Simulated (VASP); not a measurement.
Method: rev-vdW-DF2, VASP's PBE PAW potentials (set 64) (plane waves; VASP).

A VASP calculation is set up with these files.

**POSCAR**
```
CsI
4.5384040
  1.0000000375   0.0000000000   0.0000000000
  0.0000000000   1.0000000375   0.0000000000
  0.0000000000   0.0000000000   1.0000000375
Cs I
1 1
Cart
  0.0000000000   0.0000000000   0.0000000000
  0.5000000188   0.5000000188   0.5000000188
```

**KPOINTS**
```
Automatic mesh
0
Gamma
7 7 7
0 0 0
```

**INCAR**
```
SYSTEM = CsI
PREC = Accurate
ENCUT = 520
EDIFF = 1E-7
NELM = 100
ALGO = Normal
LREAL = .FALSE.
LASPH = .TRUE.
ISMEAR = -5
GGA = MK
PARAM1 = 0.1234568
PARAM2 = 0.7114
ZAB_VDW = -1.8867
LUSE_VDW = .TRUE.
AGGAC = 0.0
LMAXMIX = 4
LWAVE = .FALSE.
LCHARG = .TRUE.
LORBIT = 11
NEDOS = 601
ISIF = 2
```

POTCAR, in this order: Cs_sv I (PBE.64 set). Program: vasp_std.

Output

### OSZICAR
```
       N       E                     dE             d eps       ncg     rms          rms(c)
DAV:   1     0.966847462086E+02    0.96685E+02   -0.63826E+03   480   0.111E+03
DAV:   2     0.608070443111E+01   -0.90604E+02   -0.85722E+02   704   0.167E+02
DAV:   3    -0.133551169065E+01   -0.74162E+01   -0.73927E+01   600   0.549E+01
DAV:   4    -0.143816378075E+01   -0.10265E+00   -0.10263E+00   580   0.807E+00
DAV:   5    -0.143918242923E+01   -0.10186E-02   -0.10186E-02   612   0.802E-01    0.138E+00
DAV:   6    -0.131601074139E+01    0.12317E+00   -0.16852E-01   552   0.192E+00    0.990E-01
DAV:   7    -0.128831817830E+01    0.27693E-01   -0.12586E-01   548   0.171E+00    0.500E-01
DAV:   8    -0.128958249046E+01   -0.12643E-02   -0.79373E-03   556   0.605E-01    0.769E-02
DAV:   9    -0.128970468622E+01   -0.12220E-03   -0.73613E-04   572   0.179E-01    0.644E-02
DAV:  10    -0.128975493023E+01   -0.50244E-04   -0.84400E-05   564   0.647E-02    0.125E-02
DAV:  11    -0.128975279528E+01    0.21349E-05   -0.24789E-05   564   0.269E-02    0.376E-03
DAV:  12    -0.128975298606E+01   -0.19078E-06   -0.18263E-06   584   0.991E-03    0.119E-03
DAV:  13    -0.128975300468E+01   -0.18621E-07   -0.49883E-08   388   0.163E-03
   1 F= -.12897530E+01 E0= -.12897530E+01  d E =0.000000E+00
```

### OUTCAR
```
------------------------ aborting loop because EDIFF is reached ----------------------------------------
  FORCE on cell =-STRESS in cart. coord.  units (eV):
  Direction    XX          YY          ZZ          XY          YZ          ZX
  --------------------------------------------------------------------------------------
  Total        0.0167494      0.0167494      0.0167494      0.0000000      0.0000000     -0.0000000
  in kB        0.2870784      0.2870784      0.2870784      0.0000000      0.0000000     -0.0000000
  external PRESSURE =       0.2870784 kB  Pullay stress =       0.0000000 kB
  volume of cell :       93.48
      direct lattice vectors                 reciprocal lattice vectors
     4.538404170  0.000000000  0.000000000     0.220341768  0.000000000  0.000000000
     0.000000000  4.538404170  0.000000000     0.000000000  0.220341768  0.000000000
     0.000000000  0.000000000  4.538404170     0.000000000  0.000000000  0.220341768
 POSITION                                       TOTAL-FORCE (eV/Angst)
 -----------------------------------------------------------------------------------
      0.00000      0.00000      0.00000         0.000000      0.000000      0.000000
      2.26920      2.26920      2.26920         0.000000      0.000000      0.000000
 -----------------------------------------------------------------------------------
    total drift:                               -0.000000      0.000000      0.000000
  FREE ENERGIE OF THE ION-ELECTRON SYSTEM (eV)
  ---------------------------------------------------
  free  energy   TOTEN  =        -1.2897530047 eV

  energy  without entropy=       -1.2897530047  energy(sigma->0) =       -1.28975300

 total charge

# of ion       s       p       d       tot
------------------------------------------
    1        1.828   4.679   0.031   6.538
    2        1.500   2.827   0.002   4.329
--------------------------------------------------
tot          3.328   7.506   0.034  10.867
```
(Selected blocks of OUTCAR.)

**OUTCAR**
```
 val. band max:        0.8084076298   @ k =   0.4286   0.4286   0.0000

 cond. band min:       4.6445722945   @ k =   0.0000   0.0000   0.0000


 Fermi energy:         0.8243546638

 k-point     1 :       0.0000    0.0000    0.0000
  band No.  band energies     occupation
      1     -19.5563      2.00000
      2      -9.8885      2.00000
      3      -6.2317      2.00000
      4      -6.2317      2.00000
      5      -6.2317      2.00000
      6       0.7493      2.00000
      7       0.7493      2.00000
      8       0.7493      2.00000
      9       4.6446      0.00000
     10       4.8872      0.00000
     11       4.8872      0.00000
     12       8.5941      0.00000

 k-point     2 :       0.1429    0.0000    0.0000
  band No.  band energies     occupation
      1     -19.5512      2.00000
      2      -9.8909      2.00000
      3      -6.2645      2.00000
      4      -6.2188      2.00000
      5      -6.2188      2.00000
      6       0.3621      2.00000
      7       0.7178      2.00000
      8       0.7178      2.00000
      9       5.0110      0.00000
     10       5.0906      0.00000
     11       5.3728      0.00000
     12       8.5268      0.00000

 k-point     3 :       0.2857    0.0000    0.0000
  band No.  band energies     occupation
      1     -19.5397      2.00000
      2      -9.8981      2.00000
      3      -6.3284      2.00000
      4      -6.1894      2.00000
      5      -6.1894      2.00000
      6      -0.3062      2.00000
      7       0.6453      2.00000
      8       0.6453      2.00000
      9       5.3621      0.00000
     10       6.0550      0.00000
     11       6.5078      0.00000
     12       8.5093      0.00000

 k-point     4 :       0.4286    0.0000    0.0000
  band No.  band energies     occupation
      1     -19.5304      2.00000
      2      -9.9058      2.00000
      3      -6.3700      2.00000
      4      -6.1654      2.00000
      5      -6.1654      2.00000
      6      -0.7376      2.00000
...
```

Unless said otherwise, spin-orbit coupling is left out, though it shifts the bands of the heavy elements here.

The compound is CsI in the CsCl type structure. It was relaxed first.
